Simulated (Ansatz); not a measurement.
# Iron, diamond: r²SCAN0 at the r²SCAN geometry, part 2 of 2

Aim: see what exact exchange does to the levels and moments, and what it costs. The cell comes from an earlier r²SCAN relaxation. Exact exchange is dear, so the k-mesh is coarse, and r²SCAN is run on the same mesh for comparison.

Ansatz 0.2.0, plane waves with PAW, scalar-relativistic. Earlier steps stand in the parts before.

## Step 4: The functionals compared

```
functional               gap on the mesh  Fermi energy (eV)                         magnetic state  SCF cycles  exchange loops  CPU time
    r²SCAN  none (levels filled in part)             12.178  ferrimagnetic, up to 2.32 μB per atom          28               -      19 s
   r²SCAN0  none (levels filled in part)             12.794  ferrimagnetic, up to 3.10 μB per atom          92               8   2.3 min
```

## Step 5: Results

This closing draws on all 2 parts.

| quantity | value |
| --- | --- |
| r²SCAN: gap | none (levels filled in part) |
| r²SCAN: magnetic state | ferrimagnetic, up to 2.32 μB per atom |
| r²SCAN0: gap | none (levels filled in part) |
| r²SCAN0: magnetic state | ferrimagnetic, up to 3.10 μB per atom |
| r²SCAN0: SCF cycles, exchange loops | 92, 8 |
| r²SCAN0: CPU time over that of r²SCAN | 7.2 |

What this shows: Both r²SCAN and r²SCAN0 leave levels filled in part. The largest moment goes from 2.32 to 3.10 μB; exact exchange favours larger moments in itinerant magnets. The hybrid took 7.2 times as much CPU time as r²SCAN on the same settings. r²SCAN0 needed 8 outer loops of the exchange operator. The total energies in the logs cannot be compared from one functional to another.
